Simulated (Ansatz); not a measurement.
# BN (P6_3mc): scan of the energy under strain, by script

What does a strain cost in BN (P6_3mc)? Wanted for BN (P6_3mc): a scan of the energy under strain.

The COD entry's cell or inner coordinates are ideal or old and differ from later refinements, so a difference from it is no clean test against experiment.

Computed with Ansatz 0.2.0 through its Python package. Level of theory: DFT PBE, plane waves, PAW.

## 1. Starting point

Symmetry: P6_3mc, No. 186, hexagonal system. The conventional cell has a = 2.536 Å, b = 2.536 Å, c = 4.199 Å, α = 90.00°, β = 90.00°, γ = 120.00°. B (site symmetry 3m) is surrounded by 4 N at 1.56 to 1.57 Å. N (site symmetry 3m) is surrounded by 4 B at 1.56 to 1.57 Å.

No structure file is read: the coordinates are typed or built in the script.

## 2. Script

File bn_strain.py:

```python
# -*- coding: utf-8 -*-
"""Energy of BN under tetragonal strain, ions carried with the cell."""

import argparse

import ansatz as az
import numpy as np
from tabulate import tabulate

parser = argparse.ArgumentParser(description="Energy of BN under tetragonal strain, ions carried with the cell.")
parser.add_argument("--functional", required=True, help="exchange-correlation functional")
parser.add_argument("--filling", required=True, help="how the bands are filled")
parser.add_argument("--smearing-width", type=float, required=True, help="smearing width (eV)")
parser.add_argument("--ecut", type=float, default=520.0, help="plane-wave cutoff (eV)")
parser.add_argument("--mesh", type=int, nargs=3, required=True, help="k-point sampling")
args = parser.parse_args()

VECTORS = np.array([
    [2.536, 0.0, 0.0],
    [-1.268, 2.19624, 0.0],
    [0.0, 0.0, 4.199],
])
SITES = [
    ("B", (2 / 3, 1 / 3, 0.0)),
    ("B", (1 / 3, 2 / 3, 0.5)),
    ("N", (2 / 3, 1 / 3, 0.375)),
    ("N", (1 / 3, 2 / 3, 0.875)),
]


def make_crystal(cell):
    crystal = az.Crystal(lattice=az.Lattice.of(cell))
    for symbol, position in SITES:
        crystal = crystal.atom(symbol, position)
    return crystal


def main():
    # clamped ions: the fractional positions stay as typed
    values = np.linspace(-0.05, 0.05, 5)
    energies = []
    for d in values:
        strain = np.diag([d, d, (1 + d) ** -2 - 1])
        cell = VECTORS @ (np.eye(3) + strain)
        model = (
            make_crystal(cell).calculation()
            .functional(args.functional)
            .occupations(args.filling, width=args.smearing_width)
            .basis(args.ecut)
            .kpoints(*args.mesh)
            .stress()
        )
        summary = model.run().report
        energies.append(summary["free_energy_ev"] / len(SITES))
        s = summary["stress_gpa"]
        print(f"d = {d:+.4f}  stress xx yy zz xy (GPa, compression positive): {s[0][0]:8.3f} {s[1][1]:8.3f} {s[2][2]:8.3f} {s[0][1]:8.3f}")
    energies = np.array(energies)

    print(tabulate(zip(values, 1000 * (energies - energies.min())), headers=["strain", "dE (meV/atom)"], floatfmt=".3f"))
    curvature = 2 * np.polyfit(values, energies, 3)[1]
    volume = abs(np.linalg.det(VECTORS)) / len(SITES)
    print(f"d2E/dd2 over the volume: {curvature / volume * 160.21766:.1f} GPa")


if __name__ == "__main__":
    main()
```

## 3. The input behind the calls

The package turns the script's settings into the engine's input (first run):

```yaml
crystal:
  lattice:
    - [2.4092, 0.0, 0.0]
    - [-1.2046, 2.0864279999999997, 0.0]
    - [0.0, 0.0, 4.652631578947369]
  atoms:
    - { symbol: B, position: [0.6666666666666666, 0.3333333333333333, 0.0] }
    - { symbol: B, position: [0.3333333333333333, 0.6666666666666666, 0.5] }
    - { symbol: "N", position: [0.6666666666666666, 0.3333333333333333, 0.375] }
    - { symbol: "N", position: [0.3333333333333333, 0.6666666666666666, 0.875] }
basis:
  ecutwfc: 520.0
kpoints:
  mp_grid:
    grid: [12, 12, 6]
hamiltonian:
  xc: pbe
scf:
  occupations:
    method: gaussian
    width: 0.02
output:
  stress: true
```

## 4. The run

Command:

```
python bn_strain.py --functional pbe --filling gaussian --smearing-width 0.02 --mesh 12 12 6
```

The program printed:

```text
d = -0.0500  stress xx yy zz xy (GPa, compression positive):   66.294   66.294  -74.921   -0.000
d = -0.0250  stress xx yy zz xy (GPa, compression positive):   35.266   35.266  -38.028    0.000
d = +0.0000  stress xx yy zz xy (GPa, compression positive):    8.406    8.406    7.227    0.000
d = +0.0250  stress xx yy zz xy (GPa, compression positive):  -14.217  -14.217   61.581    0.000
d = +0.0500  stress xx yy zz xy (GPa, compression positive):  -32.273  -32.273  124.953    0.000
  strain    dE (meV/atom)
--------  ---------------
  -0.050          274.007
  -0.025           69.808
   0.000            0.000
   0.025           66.217
   0.050          270.298
d2E/dd2 over the volume: 5966.5 GPa
```

Run time: 13 s. Hardware: 1 thread of Arm Neoverse V2, shared host; peak memory 0.37 GiB.

## 5. Inputs of later runs

The engine's inputs for some of the other runs:

Run 3, against run 1:

```diff
@@ -3,3 +3,3 @@
-    - [2.4092, 0.0, 0.0]
-    - [-1.2046, 2.0864279999999997, 0.0]
-    - [0.0, 0.0, 4.652631578947369]
+    - [2.536, 0.0, 0.0]
+    - [-1.268, 2.19624, 0.0]
+    - [0.0, 0.0, 4.199]
```

Run 4, against run 1:

```diff
@@ -3,3 +3,3 @@
-    - [2.4092, 0.0, 0.0]
-    - [-1.2046, 2.0864279999999997, 0.0]
-    - [0.0, 0.0, 4.652631578947369]
+    - [2.5993999999999997, 0.0, 0.0]
+    - [-1.2996999999999999, 2.251146, 0.0]
+    - [0.0, 0.0, 3.996668649613326]
```

Run 5, against run 1:

```diff
@@ -3,3 +3,3 @@
-    - [2.4092, 0.0, 0.0]
-    - [-1.2046, 2.0864279999999997, 0.0]
-    - [0.0, 0.0, 4.652631578947369]
+    - [2.6628000000000003, 0.0, 0.0]
+    - [-1.3314000000000001, 2.306052, 0.0]
+    - [0.0, 0.0, 3.808616780045351]
```

## 6. The engine's runs

From the records of these 5 runs:

```
run  strain  energy from run 3 (meV/atom)  pressure (GPa)  SCF cycles  CPU time (s)
  1  -0.050                        274.01           19.22           6           2.4
  2  -0.025                         69.81           10.83           6           2.3
  3   0.000                          0.00            8.01           6           2.5
  4   0.025                         66.22           11.05           6           2.5
  5   0.050                        270.30           20.14           6           2.6
```

## 7. What came out

| quantity | value |
| --- | --- |
| curvature under the strain | 5966.5 GPa |
| runs compared | 5 |
| range of energy | 274.01 meV/atom |
| lowest point, strain | 0.000 |

Against the unstrained cell the energy per atom changes by +274.01 meV at one end of the scan and +270.30 meV at the other, and its second derivative over the volume is 5966.5 GPa. Caveats:
- The curvature belongs to this strain pattern and to the cell's stress; it equals a single elastic constant only for simple patterns.
- Of the deposited cell: the entry's cell lengths or inner coordinates differ somewhat from later room-temperature determinations.
- At these settings the cell as given stands under about 8 GPa, so it isn't at this functional's equilibrium volume.
- The ions keep their fractional positions (clamped ions).
